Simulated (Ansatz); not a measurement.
## WC in Ansatz: the effect of functional

The system is WC.

```
W C
1.0
     0.00000    2.20721    2.20721
     2.20721    0.00000    2.20721
     2.20721    2.20721    0.00000
W C
1 1
Direct
  0.00000 0.00000 0.00000
  0.50000 0.50000 0.50000
```

Measurements of this composition are mostly on another form, of space group No. 187.

The cell isn't the ideal one: volume scaled by 1.02.

Alike in all runs:

* Program: Ansatz 0.2.0
* Task: single point
* Potentials or basis: Ansatz PAW
* k mesh: 10 × 10 × 10
* Occupations: fermi-dirac, width 0.05 eV
* Spin: no spin polarisation

| functional | cutoff | pressure (GPa) |
| --- | --- | --- |
| LDA | 420 eV (not typed: the program's choice for these potentials) | -22.4 |
| PBEsol | 420 eV (not typed: the program's choice for these potentials) | -16.8 |
| r2SCAN | 500 eV (not typed: the program's choice for these potentials) | ? |

Question: What does the run with functional r2SCAN give?

Answer: Pressure -12.2 GPa.

Caveats: the PAW data sets come from PBE, with cores solved anew for the run's functional, which leaves a small shift of forces and pressure.
